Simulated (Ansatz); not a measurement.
# Calculation log, KI (Fm-3m) (phonons)

Method: PBEsol, all-electron LAPW in Ansatz 0.2.0, scalar-relativistic.

The cell is the relaxed one with its volume scaled by 0.98.

Command:

```sh
ansatz run input.yaml --threads 2 --pin off --max-ram 6144MiB --backend cpu --events-out ev --progress --plain --runs-dir out
```

Input:

```yaml
crystal:
  lattice:
    - [0.0, 3.47897333227, 3.47897333227]
    - [3.47897333227, 0.0, 3.47897333227]
    - [3.47897333227, 3.47897333227, 0.0]
  atoms:
    - { symbol: K, position: [0.0, 0.0, 0.0] }
    - { symbol: I, position: [0.5, 0.5, 0.5] }
kpoints:
  mp_grid: { grid: [6, 6, 6] }
scf:
  occupations: { method: fixed }
hamiltonian:
  xc: pbesol
  pseudopotentials: { kind: all_electron, lapw: { basis_error: 0.001 } }
phonons:
  qmesh: [2, 2, 2]
  qpath:
    path:
      - [0.0, 0.0, 0.0]
      - [0.5, 0.0, 0.5]
      - [0.625, 0.25, 0.625]
      - [0.375, 0.375, 0.75]
      - [0.0, 0.0, 0.0]
      - [0.5, 0.5, 0.5]
      - [0.5, 0.25, 0.75]
      - [0.5, 0.0, 0.5]
    npoints: 6
  temperatures: { t_min: 0, t_max: 1000, t_step: 100 }
```

Output (shortened where marked):

```
Warning: RAYON_NUM_THREADS=2 ignored (pool sized by the plan → 2); use --threads N
LAPW: plane waves up to 5.859 Å⁻¹, error target 1.0e-3 eV per atom; small_component_spin mean_spin; K in spheres of 1.648 Å, 9 of its electrons in bands, Dirac shells []; I in spheres of 1.726 Å, 25 of its electrons in bands, ...
Engine: ansatz 0.2.0, aarch64-unknown-linux-gnu
Pseudopotentials: kind: all_electron
Pseudopotential: K, LAPW, valence charge 9, lapw/all_electron/scalar/gaussian/K, Koelling and Harmon's equation, gaussian nucleus
Pseudopotential: I, LAPW, valence charge 25, lapw/all_electron/scalar/gaussian/I, Koelling and Harmon's equation, gaussian nucleus
Functional definition: PBEsol
  exchange = pbesol_x
  correlation = pbesol_c
davidson cushion auto → on  (no smearing: the cushion is to keep the highest requested band from converging to the state above it; pin scf.eigensolver.cushion to override)
Crystal: 4 atoms, lattice volume = 168.428 Å³
Basis set: ecut = 130.76680211669137 eV, 585 PW (Γ), FFT grids on a1, a2, −a1+a2+a3, exchange–correlation at level 2
Bands: 41, of which v1, the nominal top of the filled ones, is band 34 counted from 1 (33 counted from 0)
Symmetry: 32 space group operations
k-points: 20 of 108
Non-local potential: K, projectors of the file, none
Non-local potential: I, projectors of the file, none
Initial density: superposition of atomic densities (chi_scale 0.1, normalization cell, long waves kept (reshape's long-wave potential 0.00 eV rms))
Initial wavefunctions: plane waves of lowest kinetic energy (no species holds an atomic orbital)
Functional: x = pbesol(κ = 0.804, μ = 0.12345679012345678), c = pbesol(β = 0.046)
iter 1 solved again at ethr=6.26e-4 eV; its pass at ethr=1.00e-1 eV (dr2=4.26e-1 eV) is discarded
SCF iter   1: F=—  HF=-419854.316492 eV  |F-HF|=—  |Δ(HF+E_count)|=         —  Δρ=9.26e-3  dr2=4.25e-1  ethr=6.26e-4  ⟨swp⟩=2.7  Hψ=5332  notcnv=0
preconditioner: auto → Resta (q_TF=auto, 2.346 Å⁻¹)  ε∞=2.3  [insulator: Δε(μ)=4.138 eV  Ē_g=13.432 eV  n_scr=36 (ndim 8)  ℏωp=15.1 eV  f_vac=0.064  ε∞_Penn≈2.3]
SCF iter   2: F=—  HF=-419854.183709 eV  |F-HF|=—  |Δ(HF+E_count)|=   1.33e-1  Δρ=4.75e-3  dr2=1.15e-1  ethr=6.26e-4  ⟨swp⟩=2.8  Hψ=2723  notcnv=0
SCF iter   3: F=—  HF=-419854.190168 eV  |F-HF|=—  |Δ(HF+E_count)|=   6.46e-3  Δρ=1.98e-3  dr2=2.05e-2  ethr=1.69e-4  ⟨swp⟩=3.0  Hψ=2798  notcnv=0
iter 4 solved again at ethr=3.17e-7 eV; its pass at ethr=3.02e-5 eV (dr2=2.16e-4 eV) is discarded
SCF iter   4: F=—  HF=-419854.198482 eV  |F-HF|=—  |Δ(HF+E_count)|=   8.31e-3  Δρ=2.97e-4  dr2=2.16e-4  ethr=3.17e-7  ⟨swp⟩=2.9  Hψ=4727  notcnv=0  defer=1
SCF iter   5: F=—  HF=-419854.198546 eV  |F-HF|=—  |Δ(HF+E_count)|=   6.32e-5  Δρ=7.55e-5  dr2=9.77e-6  ethr=3.17e-7  ⟨swp⟩=4.0  Hψ=3092  notcnv=0
SCF iter   6: F=—  HF=-419854.198588 eV  |F-HF|=—  |Δ(HF+E_count)|=   4.22e-5  Δρ=2.15e-5  dr2=1.19e-6  ethr=1.44e-8  ⟨swp⟩=4.2  Hψ=3126  notcnv=0
SCF iter   7: F=—  HF=-419854.198592 eV  |F-HF|=—  |Δ(HF+E_count)|=   3.67e-6  Δρ=9.64e-6  dr2=3.19e-7  ethr=1.75e-9  ⟨swp⟩=4.1  Hψ=3045  notcnv=0  defer=1
[... 47 lines left out ...]
SCF iter   3: F=—  HF=-419854.198521 eV  |F-HF|=—  |Δ(HF+E_count)|=   2.38e-7  Δρ=6.99e-6  dr2=2.69e-7  ethr=2.44e-9  ⟨swp⟩=3.1  Hψ=4834  notcnv=0
iter 4 solved again at ethr=1.89e-11 eV; its pass at ethr=3.95e-10 eV (dr2=1.28e-8 eV) is discarded
SCF iter   4: F=—  HF=-419854.198521 eV  |F-HF|=—  |Δ(HF+E_count)|=   8.19e-8  Δρ=1.92e-6  dr2=1.28e-8  ethr=1.89e-11  ⟨swp⟩=2.1  Hψ=8110  notcnv=0
SCF iter   5: F=-419854.198521 eV  HF=-419854.198521 eV  |F-HF|=8.73e-10  |Δ(HF+E_count)|=   1.32e-8  Δρ=4.55e-7  dr2=6.70e-10  ethr=1.89e-11  ⟨swp⟩=3.9  Hψ=5116  notcnv=0
SCF 5 converged in 5 iterations: F = -419854.198521 eV  dr2 = 6.70e-10
iter 1 solved again at ethr=6.75e-8 eV; its pass at ethr=1.00e-1 eV (dr2=4.59e-5 eV) is discarded
SCF iter   1: F=—  HF=-419854.198536 eV  |F-HF|=—  |Δ(HF+E_count)|=         —  Δρ=7.48e-5  dr2=4.12e-5  ethr=6.75e-8  ⟨swp⟩=7.1  Hψ=12280  notcnv=0
SCF iter   2: F=—  HF=-419854.198523 eV  |F-HF|=—  |Δ(HF+E_count)|=   1.36e-5  Δρ=3.51e-5  dr2=5.78e-6  ethr=6.06e-8  ⟨swp⟩=3.1  Hψ=4768  notcnv=0
SCF iter   3: F=—  HF=-419854.198523 eV  |F-HF|=—  |Δ(HF+E_count)|=   4.31e-8  Δρ=1.60e-5  dr2=1.17e-6  ethr=8.51e-9  ⟨swp⟩=2.6  Hψ=4621  notcnv=0  defer=1
iter 4 solved again at ethr=7.12e-11 eV; its pass at ethr=1.72e-9 eV (dr2=4.84e-8 eV) is discarded
SCF iter   4: F=—  HF=-419854.198523 eV  |F-HF|=—  |Δ(HF+E_count)|=   3.65e-7  Δρ=3.99e-6  dr2=4.86e-8  ethr=7.12e-11  ⟨swp⟩=2.2  Hψ=7930  notcnv=0  defer=1
SCF iter   5: F=—  HF=-419854.198523 eV  |F-HF|=—  |Δ(HF+E_count)|=   3.92e-8  Δρ=9.19e-7  dr2=2.71e-9  ethr=7.12e-11  ⟨swp⟩=3.7  Hψ=5049  notcnv=0
SCF iter   6: F=-419854.198523 eV  HF=-419854.198523 eV  |F-HF|=1.22e-9  |Δ(HF+E_count)|=   1.75e-9  Δρ=3.57e-7  dr2=3.20e-10  ethr=5.64e-12 (applied; sched 3.99e-12)  ⟨swp⟩=3.4  Hψ=5010  notcnv=0
SCF 6 converged in 6 iterations: F = -419854.198523 eV  dr2 = 3.20e-10
SCF converged after 9 iterations
Free energy (F): -419854.198593 eV
Harris-Foulkes:  -419854.198593 eV  (|F-HF|=1.16e-10)
Internal energy: -419854.198593 eV  (E = F + TS)
E sigma→0 (E₀):  -419854.198593 eV
Fermi energy:    3.468147 eV
--- Per-component energies (eV) ---
  E_band       = -3052.141384
  E_kinetic    = 442637.498628
  E_xc         = -11495.101553
  E_electrostatic = -850996.595668  (all electrons and nuclei)
  E_smearing   = -0.000000  (= −TS)
  E_closure    = 0.000000  (closes the sum)
  Σ components = -419854.198593   (vs F -419854.198593, Δ=0.00e0)
  Basis errors (estimates in eV, not in F): energy 4.3e-4 per atom: plane waves 4.0e-4 (2.1e-4 summed), levels above the bands 0.0e0, relativity 1.3e-8, radial functions 2.8e-5, core shells 2.0e-7; eigenvalues (radial functions ...
--- Forces (eV/Å), atoms counted from 1 ---
  atom   1  K     -0.00000000     0.00000000     0.00000000
  atom   2  I      0.00000000     0.00000000     0.00000000
  atom   3  K     -0.00000000     0.00000000     0.00000000
  atom   4  I      0.00000000     0.00000000     0.00000000
  max |Σ_I F_I| component: 4.62e-31 eV/Å
--- Phonons: 4 displaced members + 2 references (amplitude of the first 0.01 Å, Σ member SCF iterations 23) ---
  ASR residual: 2.315e-4 → 0.000e0 eV/Å²; symmetrization residual: 3.320e-4 eV/Å²
  largest component of a force at the reference: 3.9e-31 eV/Å
  ASR residual per site (eV/Å²): 2.32e-4 1.56e-4
  Γ frequencies (cm⁻¹): 0.00 0.00 0.00 104.23 104.23 104.23
--- Phonons (by wavevector): 3 wavevectors in 2 supercells ---
  supercell 1 (2 cells, vectors [1, 0, 0], [0, 1, -1], [0, 0, 2] in multiples of the cell's): 2 displaced members by 0.01 Å; free energy -419854.198593 eV; taken off its force constants: by the sum rule 2.8e-4, by the ...
  symmetry images taken by strict's conditions (phonons.symmetry_images: auto; settled by no image being taken that strict refuses)
  supercell 2 (2 cells, vectors [1, 0, 0], [0, 1, 0], [0, 0, 2] in multiples of the cell's): 2 displaced members by 0.01 Å; free energy -419854.198593 eV; taken off its force constants: by the sum rule 2.3e-4, by the ...
  symmetry images taken by strict's conditions (phonons.symmetry_images: auto; settled by no image being taken that strict refuses)
  q = [0.0000, 0.0000, 0.0000] (star 1, supercell 1; hermiticity 0.00e0, symmetrization 8.67e-5): -0.00 0.00 0.00 104.23 104.23 104.23
  q = [0.0000, 0.0000, -0.5000] (star 4, supercell 2; hermiticity 1.02e-16, symmetrization 7.75e-16): 53.50 53.50 66.59 93.72 93.72 131.45
  q = [0.0000, -0.5000, -0.5000] (star 3, supercell 1; hermiticity 1.92e-16, symmetrization 2.97e-16): 27.58 27.58 47.44 107.71 107.71 112.74
  joined force constants: q→R imaginary residual 4.60e-17
  density of states and harmonic sums: on the 16×16×16 q-mesh, interpolated from the force constants of a 2×2×2 supercell (no non-analytic term)
  largest difference from the sums on the solved wave vectors: F 9.60e-2 eV, S 1.28e-4 and C_V 3.23e-5 eV/K
```

The run converged.

### Zone-centre phonons

Harmonic phonons of a crystal by Kohn-Sham DFT at the given cell, standard atomic masses, acoustic sum rule imposed; negative wavenumbers are unstable modes; optical zone-centre levels upwards with Mulliken labels, activity, and the element with most of the kinetic energy.

```json
{
 "Point group": "m-3m"
}
```

| number | phonon wavenumber (cm⁻¹) | label | infrared | raman | lead element |
| --- | --- | --- | --- | --- | --- |
| 1 | 104.2 | T1u | yes | no | K |

Harmonic thermodynamics:

Sums over wave vectors interpolated from the q mesh.

| Quantity | Value |
| --- | --- |
| Zero point energy | 14.21 meV/atom |

```csv
temperature (K),phonon heat capacity (k_B/atom),phonon entropy (k_B/atom),phonon free energy (meV/atom)
100,2.677,3.215,1.12
200,2.913,5.169,-35.86
300,2.96,6.361,-85.88
400,2.977,7.215,-144.5
500,2.985,7.881,-209.7
600,2.99,8.425,-280
700,2.992,8.887,-354.7
800,2.994,9.286,-433
900,2.995,9.639,-514.6
1000,2.996,9.955,-599
```

### Phonons on the q mesh

One row a degenerate set, branches counted upwards.

```
Unstable phonons : no
```

```csv
point,q a (r.l.u.),q b (r.l.u.),q c (r.l.u.),branch,phonon wavenumber (cm⁻¹),degeneracy
Gamma,0,0,0,4,104.2,3
L,0.5,0,0,1,53.5,2
L,0.5,0,0,3,66.6,1
L,0.5,0,0,4,93.7,2
L,0.5,0,0,6,131.4,1
X,0.5,0.5,0,1,27.6,2
X,0.5,0.5,0,3,47.4,1
X,0.5,0.5,0,4,107.7,2
X,0.5,0.5,0,6,112.7,1
```

Limits of these numbers: cell scaled away from its relaxed volume; no LO-TO term at the zone centre; no LO-TO term in the interpolation; coarse q mesh.

It took 60 s on 2 threads of Arm Neoverse V2, with other jobs on the host, peak memory 0.4 GiB.
